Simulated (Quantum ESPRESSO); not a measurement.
The system is AlRu.

```
Ru Al
1.0
     2.99160    0.00000    0.00000
     0.00000    2.99160    0.00000
     0.00000    0.00000    2.99160
Ru Al
1 1
Direct
  0.50000 0.50000 0.50000
  0.00000 0.00000 0.00000
```

Base run:

| Property | Result |
| --- | --- |
| Program | Quantum ESPRESSO 7.5 |
| Functional | PBE |
| Potentials or basis | SSSP 1.3 efficiency PBE |
| Cutoff | 816 eV |
| Density cutoff | 5987 eV |
| k mesh | 9 × 9 × 9 |
| Occupations | fermi-dirac, width 0.05 eV |
| Spin | no spin polarisation |

Its results: band gap on the k mesh none (metal or under the smearing width); pressure 2.2 GPa.

Question: The run is repeated on the same cell with these changes: functional from PBE to PBEsol; potentials or basis from SSSP 1.3 efficiency PBE to GBRV 1.5 PBEsol; cutoff from 816 eV to 612 eV; density cutoff from 5987 eV to 4898 eV. What comes out?

Answer: Band gap on the k mesh none (metal or under the smearing width); pressure -3.5 GPa.

Not every run made on this cell is shown here.
